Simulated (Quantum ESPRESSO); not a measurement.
**BaTiO3 under changes of volume**

One of the cells (12.856 Å³/atom); the others are scaled copies at fixed shape and fractional positions:

```
CELL_PARAMETERS angstrom
3.99980 0.00000 0.00000
0.00000 3.99980 0.00000
0.00000 0.00000 4.01800
ATOMIC_POSITIONS crystal
Ba 0.00000 0.00000 0.00000
Ti 0.50000 0.50000 0.49000
O 0.00000 0.50000 0.51700
O 0.50000 0.00000 0.51700
O 0.50000 0.50000 0.01900
```

| Property | Result |
| --- | --- |
| Program | Quantum ESPRESSO 7.5 |
| Functional | PBE |
| Potentials or basis | SG15 PBE 1.2 |
| Cutoff | 952 eV |
| Density cutoff | 3810 eV |
| k mesh | 7 × 7 × 7 |
| Occupations | fermi-dirac, width 0.05 eV |
| Spin | no spin polarisation |

| volume (Å³/atom) | energy over the lowest point (meV/atom) | gap on the mesh (eV) | largest force (eV/Å) |
| --- | --- | --- | --- |
| 12.085 | 41.76 | 2.11 | 0.227 |
| 12.342 | ? | ? | ? |
| 12.599 | 9.07 | 2.02 | 0.109 |
| 12.856 | 1.39 | 1.97 | 0.268 |
| 13.113 | 0.00 | 1.93 | 0.386 |
| 13.371 | 3.60 | 1.88 | 0.497 |
| 13.628 | 11.64 | 1.84 | 0.600 |

Q: What does the run at 12.342 Å³/atom give?

A: Energy over the lowest point 21.82 meV/atom; gap on the mesh 2.06 eV; largest force 0.121 eV/Å.

Worked out: A Birch-Murnaghan fit of order 3 (a polynomial in V^(-2/3)) to the other rows has its minimum at 13.07 Å³/atom with B0 = V·E''(V) = 165 GPa and B' = 2.8 at fixed shape and positions, which overstates the stiffness. It gives 22.11 meV/atom at 12.342 Å³/atom, against the run's 21.82. A straight line through the other rows of the gap, of slope -2.26 eV per unit of ln V, gives 2.06 eV, against the run's 2.06.

Energies are extrapolated to zero smearing.

Caveats: spin-orbit coupling is left out, which moves the levels of the heavy elements; an odd mesh through Γ misses points on the zone boundary, where band edges often lie.
